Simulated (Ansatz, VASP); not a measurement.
## Two plane-wave programs on ZnS

The input INCAR:

```
PREC     = Accurate       # precision mode
ENCUT    = 520            # plane-wave cutoff, eV
EDIFF    = 1E-6           # SCF threshold, eV
ISMEAR   = 0              # smearing method
SIGMA    = 0.01           # smearing width, eV
LREAL    = F              # projectors in reciprocal space
LASPH    = T              # aspherical terms in the spheres
NELM     = 60             # most SCF steps
ALGO     = Normal         # electronic algorithm
ISIF     = 2              # what is computed and relaxed
LWAVE    = F              # write WAVECAR
LCHARG   = F              # write CHGCAR
GGA      = CA             # functional
NBANDS   = 26             # bands
```

Contents of KPOINTS:

```
Automatic mesh
0
Gamma
  9 9 6
```

POSCAR

```
ZnS
1.0
    3.7381765707      0.0000000000      0.0000000000
   -1.8690882854      3.2373558741      0.0000000000
    0.0000000000      0.0000000000      6.1427593467
Zn S
2 2
Direct
    0.3333333333      0.6666666667     -0.0183377901
    0.6666666667      0.3333333333      0.4816622099
    0.3333333333      0.6666666667      0.3933377901
    0.6666666667      0.3333333333      0.8933377901
```

Input for Ansatz:

```yaml
crystal:
  lattice:
    - [3.7381765707, 0.0, 0.0]
    - [-1.8690882854, 3.2373558741, 0.0]
    - [0.0, 0.0, 6.1427593467]
  atoms:
    - { symbol: Zn, position: [0.3333333333, 0.6666666667, -0.0183377901] }
    - { symbol: Zn, position: [0.6666666667, 0.3333333333, 0.4816622099] }
    - { symbol: S, position: [0.3333333333, 0.6666666667, 0.3933377901] }
    - { symbol: S, position: [0.6666666667, 0.3333333333, 0.8933377901] }
basis:
  ecutwfc: 420
  xc_grid: 2
kpoints:
  mp_grid: { grid: [9, 9, 6] }
hamiltonian:
  xc: lda
  pseudopotentials: { kind: paw, azcp: { folder: soft_1 } }
scf:
  occupations: { method: fixed }
output:
  forces: true
  stress: true
  eigenvalues: true
  polarization: {}
```

Change from the starting cell: polar distortion scaled by 0.70.

Alike in both runs: task single point; functional LDA; k mesh 9 × 9 × 6; no spin polarisation.

|  | VASP | Ansatz |
| --- | --- | --- |
| version | VASP 6.6.1 | Ansatz 0.2.0 |
| potentials or method | VASP PAW LDA potentials, release 64 (Zn, S) | scalar-relativistic, plane waves, PAW |
| plane-wave cutoff (eV) | 520 | 420 |
| occupations | gaussian, width 0.01 eV | fixed |
| valence electrons in the cell | 36 | 36 |

VASP gave:

- gap on the k mesh at the Fermi level (eV): 2.34
- least direct gap on the mesh (eV): 2.34
- pressure (GPa): 2.1
- largest component of the traceless stress (GPa): 5.11
- rms of the force components (eV/Å): 0.506

**Question.** Which values does Ansatz return?

**Answer.** gap on the k mesh at the Fermi level (eV): 2.30; least direct gap on the mesh (eV): 2.30; pressure (GPa): 1.8; largest component of the traceless stress (GPa): 5.00; rms of the force components (eV/Å): 0.499.

Atom by atom the forces differ by 0.007 eV/Å (rms over components). Ansatz warned: «pseudo_functional_mismatch».

Caveats: an odd mesh through Γ misses points on the zone boundary, where band edges often lie.
